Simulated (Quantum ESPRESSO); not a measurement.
Crystal: MgTe.

```
Te Mg
1.0
     0.00000    3.23200    3.23200
     3.23200    0.00000    3.23200
     3.23200    3.23200    0.00000
Te Mg
1 1
Direct
  0.25000 0.25000 0.25000
  0.00000 0.00000 0.00000
```

The cell comes from a database or a generator and needn't be the stable form of this composition.

- Program: Quantum ESPRESSO 7.5
- Task: single point
- Functional: PBE
- Potentials or basis: SSSP 1.3 efficiency PBE
- Cutoff: 748 eV
- Density cutoff: 5987 eV
- k mesh: 7 × 7 × 7
- Occupations: fermi-dirac, width 0.05 eV
- Spin: no spin polarisation

On this cell: pressure 0.7 GPa; largest force zero by symmetry; band gap on the k mesh 2.42 eV, direct.

The same run follows on a disturbed copy (atoms moved at random, drawn with an rms of 0.05 Å):

```xyz
2
Lattice="0.0000 3.2320 3.2320 3.2320 0.0000 3.2320 3.2320 3.2320 0.0000" Properties=species:S:1:pos:R:3 pbc="T T T"
Te    1.5669    1.6006    1.6141
Mg   -0.0475    0.0194   -0.0146
```

Problem. What changes?

Solution. The energy moves by +1.5 meV/atom; pressure 0.7 GPa; largest force 0.158 eV/Å; band gap on the k mesh 2.38 eV, direct.

Forces in eV/Å, atoms in the order of the input:
```
Te   0.001  0.148 -0.054
Mg  -0.001 -0.148  0.054
```

Stress tensor (GPa, compression positive):
```
 0.69 -0.16  0.43
-0.16  0.67  0.01
 0.43  0.01  0.69
```

Caveats: spin-orbit coupling is left out, which moves the levels of the heavy elements.

